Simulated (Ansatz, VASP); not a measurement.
One calculation of SiC, two programs

Contents of POSCAR:

```
SiC
1.0
    0.0000000000      2.1781754272      2.1781754272
    2.1781754272      0.0000000000      2.1781754272
    2.1781754272      2.1781754272      0.0000000000
Si C
1 1
Direct
    0.0000000000      0.0000000000      0.0000000000
    0.7500000000      0.7500000000      0.7500000000
```

INCAR.step1

```
SYSTEM = SiC
ALGO     = Normal         ! electronic algorithm
EDIFF    = 1E-4           ! SCF threshold, eV
ENCUT    = 520            ! plane-wave cutoff, eV
GGA      = PE             ! functional
ISMEAR   = 0              ! smearing method
LASPH    = .TRUE.         ! aspherical terms in the spheres
LCHARG   = .FALSE.        ! write CHGCAR
LREAL    = .FALSE.        ! projectors in reciprocal space
LWAVE    = .TRUE.         ! write WAVECAR
NBANDS   = 11             ! bands
NELM     = 100            ! most SCF steps
PREC     = Accurate       ! precision mode
SIGMA    = 0.01           ! smearing width, eV
```

INCAR.step2

```
SYSTEM = SiC
ALGO     = Normal         ! electronic algorithm
EDIFF    = 1E-7           ! SCF threshold, eV
ENCUT    = 520            ! plane-wave cutoff, eV
ISIF     = 2              ! what is computed and relaxed
ISMEAR   = 0              ! smearing method
ISTART   = 1            
LASPH    = .TRUE.         ! aspherical terms in the spheres
LCHARG   = .TRUE.         ! write CHGCAR
LELF     = .TRUE.         ! ELF
LMIXTAU  = .TRUE.       
LREAL    = .FALSE.        ! projectors in reciprocal space
LVHAR    = .TRUE.       
LWAVE    = .FALSE.        ! write WAVECAR
METAGGA  = R2SCAN         ! meta-GGA
NBANDS   = 11             ! bands
NELM     = 100            ! most SCF steps
PREC     = Accurate       ! precision mode
SIGMA    = 0.01           ! smearing width, eV
```

File KPOINTS:

```
k-points
0
G
  8 8 8
  0 0 0
```

Input for Ansatz:

```yaml
crystal:
  lattice:
    - [0.0, 2.17817542725, 2.17817542725]
    - [2.17817542725, 0.0, 2.17817542725]
    - [2.17817542725, 2.17817542725, 0.0]
  atoms:
    - { symbol: Si, position: [0.0, 0.0, 0.0] }
    - { symbol: C, position: [0.75, 0.75, 0.75] }
kpoints:
  mp_grid: { grid: [8, 8, 8] }
scf:
  occupations: { method: fixed }
hamiltonian:
  xc: r2scan
  pseudopotentials: { kind: paw }
output:
  forces: true
  stress: true
  eigenvalues: true
  eigenstates:
    nscf_kmesh: { grid: [16, 16, 16] }
    de_dk: true
    e_range: [-9, 11.71344832495]
  optics:
    e_range: [0, 25]
    de: 0.2
    sigma: 0.25
    bands: { spectra_wanted_up_to: 25 }
    nscf_kmesh: { grid: [16, 16, 16] }
checkpoint:
  write: ck
  write_wavefunctions: false
```

Alike in both runs: task single point; functional r2SCAN; k mesh 8 × 8 × 8; no spin polarisation.

```csv
,VASP,Ansatz
version,VASP 6.6.1,Ansatz 0.2.0
potentials or method,"VASP PAW PBE potentials, release 64 (Si, C)","PAW with Ansatz's default frozen-core files, scalar-relativistic"
plane-wave cutoff (eV),520,500
occupations,"gaussian, width 0.01 eV",fixed
valence electrons in the cell,8,8
```

Ansatz gave:

| Quantity | Value |
| --- | --- |
| gap on the k mesh at the Fermi level (eV) | 1.71 |
| pressure (GPa) | 0.0 |

Q: Estimate VASP's values.

A: gap on the k mesh at the Fermi level (eV): 1.72; pressure (GPa): -0.2.

Caveats: the PAW data sets were made with another functional, which shifts forces and pressure a little (VASP). r2SCAN opens gaps a little over a GGA but as a rule still falls short of measured ones. A k mesh can miss the band edges.
